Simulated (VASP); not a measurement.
# ZrN (Fm-3m) in VASP: further runs, part 3 of 3

VASP 6.6.1. Earlier steps stand in the parts before.

**5. Single point, PBEsol**

INCAR

```
SYSTEM = ZrN
ALGO     = Fast           ! electronic algorithm
EDIFF    = 1E-6           ! SCF threshold, eV
ENCUT    = 900            ! plane-wave cutoff, eV
GGA      = PS             ! functional
ISIF     = 2              ! what is computed and relaxed
ISMEAR   = 0              ! smearing method
LASPH    = .TRUE.         ! aspherical terms in the spheres
LCHARG   = .TRUE.         ! write CHGCAR
LELF     = .TRUE.         ! ELF
LREAL    = .FALSE.        ! projectors in reciprocal space
LVHAR    = .TRUE.       
LWAVE    = .FALSE.        ! write WAVECAR
NBANDS   = 16             ! bands
NELM     = 60             ! most SCF steps
PREC     = Accurate       ! precision mode
SIGMA    = 0.1            ! smearing width, eV
```

KPOINTS

```
k-points
0
G
  16 16 16
  0 0 0
```

POSCAR

```
ZrN
1.0
    0.0000000000      2.2767300000      2.2767300000
    2.2767300000      0.0000000000      2.2767300000
    2.2767300000      2.2767300000      0.0000000000
Zr N
1 1
Direct
    0.5000000000      0.5000000000      0.5000000000
    1.0000000000      1.0000000000      0.0000000000
```

Potentials or basis: VASP PAW PBE potentials, release 64 (Zr_sv, N_h).

Launch:

```bash
> cat potpaw_PBE.64/Zr_sv/POTCAR potpaw_PBE.64/N_h/POTCAR > POTCAR
> mpirun -np 1 vasp_std > vasp.out
```

OUTCAR:

```text
SYSTEM = ZrN
   EDIFF = 1E-6
   ENCUT = 900
   GGA = PS
   ISIF = 2
   ISMEAR = 0
   LASPH = .TRUE.
   LREAL = .FALSE.
   NELM = 60
   PREC = Accurate

 ion  position               nearest neighbor table
   1  0.500  0.500  0.500-   2 2.28   2 2.28   2 2.28   2 2.28   2 2.28   2 2.28
   2  0.000  0.000  0.000-   1 2.28   1 2.28   1 2.28   1 2.28   1 2.28   1 2.28

  LATTYP: Found a face centered cubic cell.
 ALAT       =     4.5534600000

  Lattice vectors:

 A1 = (   0.0000000000,   2.2767300000,   2.2767300000)
 A2 = (   2.2767300000,   0.0000000000,   2.2767300000)
 A3 = (   2.2767300000,   2.2767300000,   0.0000000000)

Analysis of symmetry for initial positions (statically):
=====================================================================
 Subroutine PRICEL returns:
 Original cell was already a primitive cell.

 Routine SETGRP: Setting up the symmetry group for a
 face centered cubic supercell.

 Subroutine GETGRP returns: Found 48 space group operations
 (whereof 48 operations were pure point group operations)
 out of a pool of 48 trial point group operations.

The static configuration has the point symmetry O_h .

Analysis of symmetry for dynamics (positions and initial velocities):
=====================================================================
 Subroutine PRICEL returns:
 Original cell was already a primitive cell.

 Routine SETGRP: Setting up the symmetry group for a
 face centered cubic supercell.

 Subroutine GETGRP returns: Found 48 space group operations
 (whereof 48 operations were pure point group operations)
 out of a pool of 48 trial point group operations.

The dynamic configuration has the point symmetry O_h .

 Subroutine INISYM returns: Found 48 space group operations
 (whereof 48 operations are pure point group operations),
 and found     1 'primitive' translations

----------------------------------------------------------------------------------------

                                     Primitive cell

[... 106 lines left out ...]
   EFERMI_NEDOS =   21; number of points for ismear=-14 and -15
   IALGO  =     68    algorithm
   IMIX   =      4    mixing-type and parameters
     AMIX     =   0.40;   BMIX     =  1.00
     AMIX_MAG =   1.60;   BMIX_MAG =  1.00
  volume/ion in A,a.u.               =      11.80        79.64
  Fermi-wavevector in a.u.,A,eV,Ry     =   1.467471  2.773119 29.299765  2.153472
  Thomas-Fermi vector in A             =   2.583085
   LORBIT       =      0    0 simple, 1 ext, 2 COOP (PROOUT), +10 PAW based schemes
   GGA     = PS    functional components
   LHFCALC =     F    Hartree Fock is set to
   AEXX    =    0.0000 exact exchange contribution
   IVDW    =     0    specifies the selected vdW correction
   LEPSILON=     F    determine dielectric tensor
   LRPA    =     F    only Hartree local field effects (RPA)
 non-spin polarized calculation
 RMM-DIIS sequential band-by-band and
 Gauss-broadening in eV      SIGMA  =   0.10
  energy-cutoff  :      900.00
  volume of cell :       23.60
 maximum number of plane-waves:      1461
   NGX = 15   NGY = 15   NGZ = 15

 number of electron      17.0000000 magnetization

 Free energy of the ion-electron system (eV)
  ---------------------------------------------------
  ext. energy  EPLUGINS =         0.00000000
  ---------------------------------------------------
  free energy    TOTEN  =       -21.56414042 eV

  energy without entropy =      -21.56041587  energy(sigma->0) =      -21.56227815

 E-fermi :  12.3658     XC(G=0): -12.8029

 val. band max:       12.3590594192   @ k =  -0.1250   0.0625   0.0000
 cond. band min:      12.3675804548   @ k =  -0.1250   0.0625   0.0000
 fundamental gap:      0.0085210356
 Fermi energy:        12.3658353659

 k-point     1 :       0.0000    0.0000    0.0000
  band No.  band energies     occupation
      1     -37.0179      2.00000
      2     -14.6454      2.00000
      3     -14.6454      2.00000
      4     -14.6454      2.00000
      5      -3.9170      2.00000
      6       9.7158      2.00000
[... 433 lines left out ...]
      3     -14.6761      2.00000
      4     -14.6466      2.00000
      5      -3.6957      2.00000
      6       8.7999      2.00000
[... 8 lines left out ...]
     15      22.2322      0.00000
     16      32.9476      0.00000

 [... further k-points ...]
[... 5 lines left out ...]
  --------------------------------------------------------------------------------------
  -------------------------------------------------------------------------------------
  Total        0.0018149      0.0018149      0.0018149      0.0000000      0.0000000      0.0000000
  in kB        0.1231947      0.1231947      0.1231947      0.0000000      0.0000000      0.0000000
  external PRESSURE =       0.1231947 kB  Pullay stress =       0.0000000 kB

 VOLUME and BASIS-vectors are now :
 -----------------------------------------------------------------------------
  energy-cutoff  :      900.00
  volume of cell :       23.60
      direct lattice vectors                 reciprocal lattice vectors
     0.000000000  2.276730000  2.276730000    -0.219613217  0.219613217  0.219613217
     2.276730000  0.000000000  2.276730000     0.219613217 -0.219613217  0.219613217
     2.276730000  2.276730000  0.000000000     0.219613217  0.219613217 -0.219613217

 POSITION                                       TOTAL-FORCE (eV/Angst)
 -----------------------------------------------------------------------------------
      2.27673      2.27673      2.27673         0.000000      0.000000     -0.000000
      0.00000      0.00000      0.00000         0.000000     -0.000000      0.000000
 -----------------------------------------------------------------------------------
    total drift:                                0.000000     -0.000000      0.000000

  FREE ENERGIE OF THE ION-ELECTRON SYSTEM (eV)
  ---------------------------------------------------
  free  energy   TOTEN  =       -21.5641404188 eV

  energy  without entropy=      -21.5604158738  energy(sigma->0) =      -21.56227815
```

Run time: 2.4 min. Hardware: 1 thread of AMD EPYC 7R13 (Zen 3), shared host; peak memory 0.24 GiB.

Results:

```
Free energy            : -21.5641 eV
Pressure               : 0.0 GPa
Band gap on the k mesh : none (metal or under the smearing width)
```

Caveat: the cutoff is under 1.25 times the usual one of these potentials, so pressure, stress and relaxed cells hold a basis-set (Pulay) error; the PAW data sets were made with another functional, which shifts forces and pressure a little.

**6. Overview**

| potentials or basis | k mesh | cutoff (eV) | smearing | gap on the mesh (eV) | pressure (GPa) |
| --- | --- | --- | --- | --- | --- |
| VASP PAW PBE potentials, release 64 (Zr_sv, N) | 16 × 16 × 16 | 700 | gaussian 0.1 eV | none | 0.1 |
| VASP PAW PBE potentials, release 64 (Zr_sv, N) | 24 × 24 × 24 | 520 | gaussian 0.1 eV | none | 0.2 |
| VASP PAW PBE potentials, release 64 (Zr_sv, N) | 16 × 16 × 16 | 520 | gaussian 0.5 eV | none | 0.5 |
| VASP PAW PBE potentials, release 64 (Zr_sv, N_h) | 16 × 16 × 16 | 900 | gaussian 0.1 eV | none | 0.0 |

Alike in all rows: task single point; level PBEsol; no spin polarisation; cell as given.

Caveats: the PAW data sets were made with another functional, which shifts forces and pressure a little; the cutoff is under 1.25 times the usual one of these potentials, so pressure, stress and relaxed cells hold a basis-set (Pulay) error (some runs).

Absolute energies hang on the potentials; compare differences alone.
